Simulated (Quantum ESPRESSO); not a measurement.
# S (P4_2/mnm) in Quantum ESPRESSO: reference runs

Reference runs on S: the cell as given and a disturbed copy.

All numbers are computed with Quantum ESPRESSO 7.5; they aren't measurements. Logs are shortened: lines on timing, memory, paths and dates and some standing lists are left out, and cuts for length are marked.

### Step 1. Starting point

Symmetry: P4_2/mnm, No. 136, tetragonal system. Conventional cell: a = 5.678 Å, b = 5.678 Å, c = 2.950 Å, α = 90.00°, β = 90.00°, γ = 90.00°. S (site symmetry m2m) has 1 S at 1.87 Å as nearest neighbours.

This isn't the form of S at room conditions, which is orthorhombic, of S8 rings.

### Step 2. Single point, PBE

pw.in

```
&CONTROL
  calculation = 'scf'
  prefix = 'pwscf'
  outdir = './tmp'
  pseudo_dir = './pseudo'
  tprnfor = .true.
  tstress = .true.
  disk_io = 'low'
/
&SYSTEM
  ibrav = 0
  nat = 4
  ntyp = 1
  ecutwfc = 55
  ecutrho = 440
  nbnd = 19
  occupations = 'smearing'
  smearing = 'fd'
  degauss = 0.00367493
/
&ELECTRONS
  conv_thr = 8d-10
  electron_maxstep = 120
  mixing_beta = 0.5
/
ATOMIC_SPECIES
S     32.0600 s_pbe_v1.4.uspp.F.UPF
CELL_PARAMETERS angstrom
   5.6780537900    0.0000000000    0.0000000000
   0.0000000000    5.6780537900    0.0000000000
   0.0000000000    0.0000000000    2.9496155800
ATOMIC_POSITIONS crystal
S      0.6166086200    0.3833913800    0.0000000000
S      0.3833913800    0.6166086200    0.0000000000
S      0.1166086200    0.1166086200    0.5000000000
S      0.8833913800    0.8833913800    0.5000000000
K_POINTS automatic
5 5 9 0 0 0
```

pp_density.in

```
&INPUTPP
  prefix = 'pwscf'
  outdir = './tmp'
  filplot = 'density.dat'
  plot_num = 0
/
&PLOT
  nfile = 1
  filepp(1) = 'density.dat'
  iflag = 3
  output_format = 6
  fileout = 'density.cube'
/
```

pp_potential.in

```
&INPUTPP
  prefix = 'pwscf'
  outdir = './tmp'
  filplot = 'potential.dat'
  plot_num = 11
/
&PLOT
  nfile = 1
  filepp(1) = 'potential.dat'
  iflag = 3
  output_format = 6
  fileout = 'potential.cube'
/
```

Potentials or basis: SSSP 1.3 efficiency PBE.

Started as:

```
$ OMP_NUM_THREADS=1 pw.x -in pw.in > pw.out
$ OMP_NUM_THREADS=1 pp.x -in pp_density.in > pp_density.out
$ OMP_NUM_THREADS=1 pp.x -in pp_potential.in > pp_potential.out
```

pw.out:

```text
This program is part of the open-source Quantum ESPRESSO suite
     for quantum simulation of materials; please cite
         "P. Giannozzi et al., J. Phys.:Condens. Matter 21 395502 (2009);
         "P. Giannozzi et al., J. Phys.:Condens. Matter 29 465901 (2017);
         "P. Giannozzi et al., J. Chem. Phys. 152 154105 (2020);
     in publications or presentations arising from this work. More details at

     Message from routine setup:
     using ibrav=0 with symmetry is DISCOURAGED, use correct ibrav instead

     G-vector sticks info
     --------------------
     sticks:   dense  smooth     PW     G-vecs:    dense   smooth      PW
     Sum        4025    2025    593               100021    35395    5607

     Using Slab Decomposition

     bravais-lattice index     =            0
     lattice parameter (alat)  =      10.7300  a.u.
     unit-cell volume          =     641.7428 (a.u.)^3
     number of atoms/cell      =            4
     number of atomic types    =            1
     number of electrons       =        24.00
     number of Kohn-Sham states=           19
     kinetic-energy cutoff     =      55.0000  Ry
     charge density cutoff     =     440.0000  Ry
     scf convergence threshold =      8.0E-10
     mixing beta               =       0.5000
     number of iterations used =            8  plain     mixing
     Exchange-correlation=  SLA  PW   PBX  PBC
                           (   1   4   3   4   0   0   0)

     celldm(1)=  10.729967  celldm(2)=   0.000000  celldm(3)=   0.000000
     celldm(4)=   0.000000  celldm(5)=   0.000000  celldm(6)=   0.000000

     crystal axes: (cart. coord. in units of alat)
               a(1) = (   1.000000   0.000000   0.000000 )
               a(2) = (   0.000000   1.000000   0.000000 )
               a(3) = (   0.000000   0.000000   0.519477 )

     reciprocal axes: (cart. coord. in units 2 pi/alat)
               b(1) = (  1.000000  0.000000  0.000000 )
               b(2) = (  0.000000  1.000000  0.000000 )
               b(3) = (  0.000000  0.000000  1.925015 )

     PseudoPot. # 1 for S  read from file:
     s_pbe_v1.4.uspp.F.UPF
     Pseudo is Ultrasoft + core correction, Zval =  6.0
     Generated by new atomic code, or converted to UPF format
     Using radial grid of  907 points,  6 beta functions with:
                l(1) =   0
                l(2) =   0
                l(3) =   1
                l(4) =   1
                l(5) =   2
                l(6) =   2
     Q(r) pseudized with  8 coefficients,  rinner =    1.300   1.300   1.300
                                                       1.300   1.300

     atomic species   valence    mass     pseudopotential
     S                 6.00    32.06000     S ( 1.00)

     16 Sym. Ops., with inversion, found ( 8 have fractional translation)

   Cartesian axes

     site n.     atom                  positions (alat units)
         1        S      tau(   1) = (   0.6166086   0.3833914   0.0000000  )
         2        S      tau(   2) = (   0.3833914   0.6166086   0.0000000  )
         3        S      tau(   3) = (   0.1166086   0.1166086   0.2597383  )
         4        S      tau(   4) = (   0.8833914   0.8833914   0.2597383  )

     number of k points=    30  Fermi-Dirac smearing, width (Ry)=  0.0037
                       cart. coord. in units 2pi/alat
        k(    1) = (   0.0000000   0.0000000   0.0000000), wk =   0.0088889
        k(    2) = (   0.0000000   0.0000000   0.2138905), wk =   0.0177778
        k(    3) = (   0.0000000   0.0000000   0.4277811), wk =   0.0177778
        k(    4) = (   0.0000000   0.0000000   0.6416716), wk =   0.0177778
        k(    5) = (   0.0000000   0.0000000   0.8555622), wk =   0.0177778
        k(    6) = (   0.0000000   0.2000000   0.0000000), wk =   0.0355556
[... 22 lines left out ...]
        k(   29) = (   0.4000000   0.4000000   0.6416716), wk =   0.0711111
        k(   30) = (   0.4000000   0.4000000   0.8555622), wk =   0.0711111

     Dense  grid:   100021 G-vectors     FFT dimensions: (  72,  72,  40)

     Smooth grid:    35395 G-vectors     FFT dimensions: (  54,  54,  30)

     Initial potential from superposition of free atoms

     starting charge      23.9999, renormalised to      24.0000
     Starting wfcs are   16 randomized atomic wfcs +    3 random wfcs

     Self-consistent Calculation

     iteration #  1     ecut=    55.00 Ry     beta= 0.50
     Davidson diagonalization with overlap
     ethr =  1.00E-02,  avg # of iterations =  5.3

     Threshold (ethr) on eigenvalues was too large:
     Diagonalizing with lowered threshold

     Davidson diagonalization with overlap
     ethr =  1.22E-04,  avg # of iterations =  7.1

     total energy              =     -96.28047423 Ry
     estimated scf accuracy    <       0.03703854 Ry

     iteration #  2     ecut=    55.00 Ry     beta= 0.50
     Davidson diagonalization with overlap
     ethr =  1.54E-04,  avg # of iterations =  2.0

     total energy              =     -96.28495324 Ry
     estimated scf accuracy    <       0.00358377 Ry

     iteration #  3     ecut=    55.00 Ry     beta= 0.50
     Davidson diagonalization with overlap
     ethr =  1.49E-05,  avg # of iterations =  5.3

     total energy              =     -96.28529080 Ry
     estimated scf accuracy    <       0.00056649 Ry

     iteration #  4     ecut=    55.00 Ry     beta= 0.50
     Davidson diagonalization with overlap
     ethr =  2.36E-06,  avg # of iterations =  4.9

     total energy              =     -96.28536305 Ry
     estimated scf accuracy    <       0.00000912 Ry

     iteration #  5     ecut=    55.00 Ry     beta= 0.50
     Davidson diagonalization with overlap
     ethr =  3.80E-08,  avg # of iterations =  5.4

     total energy              =     -96.28538047 Ry
     estimated scf accuracy    <       0.00000178 Ry

     iteration #  6     ecut=    55.00 Ry     beta= 0.50
     Davidson diagonalization with overlap
     ethr =  7.43E-09,  avg # of iterations =  2.1

     total energy              =     -96.28538065 Ry
     estimated scf accuracy    <       0.00000013 Ry

     iteration #  7     ecut=    55.00 Ry     beta= 0.50
     Davidson diagonalization with overlap
     ethr =  5.22E-10,  avg # of iterations =  3.6

     total energy              =     -96.28538072 Ry
     estimated scf accuracy    <       0.00000003 Ry

     iteration #  8     ecut=    55.00 Ry     beta= 0.50
     Davidson diagonalization with overlap
     ethr =  1.44E-10,  avg # of iterations =  2.0

     total energy              =     -96.28538072 Ry
     estimated scf accuracy    <          3.3E-09 Ry

     iteration #  9     ecut=    55.00 Ry     beta= 0.50
     Davidson diagonalization with overlap
     ethr =  1.36E-11,  avg # of iterations =  3.1

     End of self-consistent calculation

          k = 0.0000 0.0000 0.0000 (  4453 PWs)   bands (ev):

   -12.5615 -12.0158  -6.6679  -6.6679  -1.3388  -0.8569  -0.2134  -0.2134
     1.7690   2.8958   3.3806   5.0544   6.8146   6.8146   8.7859   8.7859
    10.0407  11.0798  11.8472

          k = 0.0000 0.0000 0.2139 (  4397 PWs)   bands (ev):

   -12.4511 -11.9255  -6.5430  -6.5430  -1.2921  -0.7634  -0.1088  -0.1088
     1.9206   2.0123   2.6454   5.0835   6.0370   6.0370   8.8374   8.8374
    10.7303  11.1120  12.2575

          k = 0.0000 0.0000 0.4278 (  4421 PWs)   bands (ev):

   -12.1460 -11.6866  -6.1963  -6.1963  -1.2450  -0.5107   0.1674   0.1674
     0.3424   1.2737   2.3604   4.4846   4.4846   5.1165   8.8182   8.8182
    10.8896  10.9931  13.5589

          k = 0.0000 0.0000 0.6417 (  4429 PWs)   bands (ev):

   -11.7335 -11.4039  -5.7295  -5.7295  -1.5303  -1.1364  -0.1801   0.3980
     0.4778   0.4778   3.0364   3.0661   3.0661   4.9973   8.5509   8.5509
    10.3133  10.4184  13.2444

          k = 0.0000 0.0000 0.8556 (  4414 PWs)   bands (ev):

   -11.3747 -11.2514  -5.3611  -5.3611  -2.0302  -1.9834   0.0882   0.2112
     0.5953   0.5953   2.3216   2.3216   3.8356   4.5606   8.1974   8.1974
     9.8001   9.8404  12.9762

          k = 0.0000 0.2000 0.0000 (  4445 PWs)   bands (ev):

   -12.5123 -12.0710  -6.6620  -6.6590  -1.6088  -1.3059   0.1794   0.2498
     2.1075   2.9391   3.3311   4.7629   6.8172   6.8172   8.1916   8.2571
    10.5526  11.1670  12.1217

          k = 0.0000 0.2000 0.2139 (  4430 PWs)   bands (ev):

   -12.4034 -11.9783  -6.5385  -6.5354  -1.5303  -1.1925   0.2499   0.3262
     2.0619   2.2512   2.5760   4.8048   6.0399   6.0463   8.3324   8.3642
    11.2940  11.3575  12.4635

          k = 0.0000 0.2000 0.4278 (  4428 PWs)   bands (ev):

   -12.1035 -11.7318  -6.1964  -6.1930  -1.3778  -0.8806   0.3752   0.4050
     0.5481   1.1841   2.6603   4.4259   4.4782   4.9561   8.5196   8.5453
    11.3234  11.5355  13.1805

          k = 0.0000 0.2000 0.6417 (  4420 PWs)   bands (ev):

   -11.7017 -11.4347  -5.7387  -5.7351  -1.5221  -1.0932  -0.4237   0.1812
     0.6784   0.7024   2.9846   3.0050   3.3256   4.9145   8.5574   8.5958
    10.8408  10.8458  12.3310

          k = 0.0000 0.2000 0.8556 (  4409 PWs)   bands (ev):

   -11.3607 -11.2607  -5.3813  -5.3793  -1.9828  -1.9275  -0.0453   0.1036
     0.6705   0.7021   2.2006   2.2030   4.0105   4.6115   8.4533   8.4745
    10.2300  10.2399  12.1360

          k = 0.0000 0.4000 0.0000 (  4436 PWs)   bands (ev):

   -12.3807 -12.2122  -6.6495  -6.6465  -1.8528  -1.7490   0.6748   0.7030
     2.9513   3.0553   3.2049   3.9601   6.8215   6.8215   7.5741   7.6034
    11.1343  11.3395  11.8248

          k = 0.0000 0.4000 0.2139 (  4445 PWs)   bands (ev):

   -12.2762 -12.1139  -6.5282  -6.5251  -1.7459  -1.6302   0.7190   0.7542
     2.2012   2.3994   3.0701   4.0408   6.0438   6.0492   7.7761   7.7899
    11.5979  12.1361  12.2325
[... 63 lines left out ...]
   -11.9736 -11.8583  -6.2456  -6.2117  -1.4038  -1.0901   0.3948   0.6114
     0.8864   0.9406   3.5462   4.1691   4.4735   4.5925   8.2224   8.5195
    11.2009  11.8177  12.4278

          k = 0.2000 0.4000 0.6417 (  4419 PWs)   bands (ev):

   -11.6056 -11.5228  -5.7789  -5.7648  -1.4244  -1.1854  -0.3647  -0.0460
     0.6015   0.8827   2.9526   3.0318   4.0540   4.5850   8.6078   8.7561
    11.0868  11.3598  11.9103

          k = 0.2000 0.4000 0.8556 (  4405 PWs)   bands (ev):

   -11.3200 -11.2890  -5.4230  -5.4129  -1.9694  -1.8179  -0.1503   0.0331
     0.4940   0.7318   2.1052   2.3291   4.4661   4.6739   8.5252   9.1383
    10.5648  10.7689  11.4496

          k = 0.4000 0.4000 0.0000 (  4420 PWs)   bands (ev):

   -12.3101 -12.2575  -6.7817  -6.7537  -1.3789  -0.9855  -0.2346   0.2421
     3.1166   3.1632   3.5123   3.8585   6.7813   6.7903   8.1526   8.5895
    10.1747  10.5676  11.0084

          k = 0.4000 0.4000 0.2139 (  4428 PWs)   bands (ev):

   -12.2083 -12.1576  -6.6537  -6.6275  -1.2894  -0.9241  -0.1401   0.3028
     2.3020   2.3645   3.6209   3.9528   6.0029   6.0100   8.2946   8.6811
    10.3397  10.6995  11.8049

          k = 0.4000 0.4000 0.4278 (  4412 PWs)   bands (ev):

   -11.9315 -11.8873  -6.2970  -6.2768  -1.0993  -0.8341   0.0948   0.3904
     0.8389   0.9036   3.9150   4.1741   4.4721   4.5192   8.5222   8.7509
    10.7570  11.0591  11.9714

          k = 0.4000 0.4000 0.6417 (  4397 PWs)   bands (ev):

   -11.5750 -11.5432  -5.8129  -5.8044  -1.3481  -1.2304  -0.1025   0.1511
     0.2918   0.5631   3.1155   3.1439   4.3208   4.5398   8.5716   8.6130
    10.9555  11.4645  11.5211

          k = 0.4000 0.4000 0.8556 (  4410 PWs)   bands (ev):

   -11.3065 -11.2946  -5.4327  -5.4265  -1.9825  -1.8951   0.0332   0.1640
     0.2498   0.3926   2.4523   2.5571   4.6446   4.7325   8.2515   8.4989
    10.4641  10.8793  11.4772

     the Fermi energy is     4.1921 ev

!    total energy              =     -96.28538072 Ry
     estimated scf accuracy    <          1.2E-11 Ry
     smearing contrib. (-TS)   =      -0.00137785 Ry
     internal energy E=F+TS    =     -96.28400287 Ry

     The total energy is F=E-TS. E is the sum of the following terms:
     one-electron contribution =      -7.28419949 Ry
     hartree contribution      =      13.60327758 Ry
     xc contribution           =     -33.48605919 Ry
     ewald contribution        =     -69.11702177 Ry

     convergence has been achieved in   9 iterations

     Forces acting on atoms (cartesian axes, Ry/au):

     atom    1 type  1   force =     0.02312183   -0.02312183    0.00000000
     atom    2 type  1   force =    -0.02312183    0.02312183   -0.00000000
     atom    3 type  1   force =     0.02312183    0.02312183   -0.00000000
     atom    4 type  1   force =    -0.02312183   -0.02312183    0.00000000

     Total force =     0.065398     Total SCF correction =     0.000001

     Computing stress (Cartesian axis) and pressure

          total   stress  (Ry/bohr**3)                   (kbar)     P=       26.01
   0.00023828   0.00000000   0.00000000           35.05        0.00        0.00
   0.00000000   0.00023828   0.00000000            0.00       35.05        0.00
   0.00000000   0.00000000   0.00005387            0.00        0.00        7.92

=------------------------------------------------------------------------------=
   JOB DONE.
=------------------------------------------------------------------------------=
```

It took 47 s on 1 thread of Intel Xeon Platinum 8488C (Sapphire Rapids), shared host; peak memory 0.42 GiB.

Results:

- Free energy: -1310.0293 eV
- Pressure: 2.6 GPa
- Largest force: 0.841 eV/Å
- Band gap on the k mesh: none (metal or under the smearing width)

Forces in eV/Å, atoms in the order of the input:
```
S    0.594 -0.594  0.000
S   -0.594  0.594  0.000
S    0.594  0.594  0.000
S   -0.594 -0.594  0.000
```

### Step 3. Single point, PBE (atoms moved at random, drawn with an rms of 0.05 Å)

pw.in, as its differences from that of step 2:

```diff
@@ -7,3 +7,3 @@
   tstress = .true.
-  disk_io = 'low'
+  disk_io = 'nowf'
 /
@@ -32,6 +32,6 @@
 ATOMIC_POSITIONS crystal
-S      0.6166086200    0.3833913800    0.0000000000
-S      0.3833913800    0.6166086200    0.0000000000
-S      0.1166086200    0.1166086200    0.5000000000
-S      0.8833913800    0.8833913800    0.5000000000
+S      0.6201300000    0.3741710000    0.0072010000
+S      0.3803580000    0.6253660000   -0.0083740000
+S      0.1165660000    0.1136090000    0.4900850000
+S      0.8860490000    0.8876470000    0.5113270000
 K_POINTS automatic
```

Potentials or basis: SSSP 1.3 efficiency PBE.

Started as:

```
$ OMP_NUM_THREADS=1 pw.x -in pw.in > pw.out
```

Run time: 2.3 min. Hardware: 1 thread of Intel Xeon Platinum 8488C (Sapphire Rapids), shared host; peak memory 0.52 GiB.

The run converged. Its results:

- Free energy: -1309.9099 eV
- Pressure: 1.3 GPa
- Largest force: 2.212 eV/Å
- Band gap on the k mesh: none (metal or under the smearing width)

Forces on the atoms (eV/Å):
```
S   -1.139  1.247 -0.123
S    1.144 -1.243  0.121
S    1.552  1.565  0.085
S   -1.557 -1.569 -0.083
```

Stress tensor (GPa, compression positive):
```
 1.70  6.05 -0.10
 6.05  1.27  0.56
-0.10  0.56  1.07
```

Levels at points of the mesh, in eV from the Fermi level:
| k point | band 9 | band 10 | band 11 | band 12 | band 13 | band 14 | band 15 | band 16 |
| --- | --- | --- | --- | --- | --- | --- | --- | --- |
| (0.00, 0.00, 0.00) | -2.43 | -1.38 | -0.36 | 0.87 | 2.57 | 2.64 | 4.03 | 4.89 |
